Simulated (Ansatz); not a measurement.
# TiC (rocksalt type): the cost of one run

Method: DFT, PBE, PAW with Ansatz's default frozen-core files, scalar-relativistic, in Ansatz 0.2.0.

## 1. The system as given

It takes space group Fm-3m (No. 225, cubic). Conventional cell: a = 4.309 Å, b = 4.309 Å, c = 4.309 Å, α = 90.00°, β = 90.00°, γ = 90.00°. Around Ti (site symmetry m-3m) lie 6 C at 2.15 Å. C (site symmetry m-3m) has 6 Ti at 2.15 Å as nearest neighbours.

As a file:

```cif
data_structure
_symmetry_space_group_name_H-M 'P 1'
_symmetry_Int_Tables_number 1
_cell_length_a 3.0468
_cell_length_b 3.0468
_cell_length_c 3.0468
_cell_angle_alpha 60.000
_cell_angle_beta 60.000
_cell_angle_gamma 60.000
_cell_volume 20.00
loop_
_atom_site_label
_atom_site_type_symbol
_atom_site_fract_x
_atom_site_fract_y
_atom_site_fract_z
_atom_site_occupancy
Ti1 Ti 0.00000 0.00000 0.00000 1
C1 C 0.50000 0.50000 0.50000 1
```

Atoms are numbered in the order of the input: Ti1, C2.

## 2. Cell relaxed at zero pressure, PAW

Input file input.yaml:

```yaml
crystal:
  lattice:
    - [0.0, 2.15443469, 2.15443469]
    - [2.15443469, 0.0, 2.15443469]
    - [2.15443469, 2.15443469, 0.0]
  atoms:
    - { symbol: Ti, position: [0.0, 0.0, 0.0] }
    - { symbol: C, position: [0.5, 0.5, 0.5] }
kpoints:
  mp_grid: { grid: [16, 16, 16] }
scf:
  occupations: { method: fermi_dirac, width: 0.08 }
hamiltonian:
  xc: pbe
  pseudopotentials: { kind: paw }
output:
  forces: true
  stress: true
relax:
  f_tol: 0.005
  max_steps: 40
  cell: {}
```

Launch:

```console
$ ansatz run input.yaml --threads 1 --pin off --max-ram 3584MiB --backend cpu --events-out ev --progress --plain --runs-dir out
```

Q: Estimate wall time and peak memory on 1 thread of Arm Neoverse V1, shared host.

About 8.9 s, with a peak of 0.33 GiB.
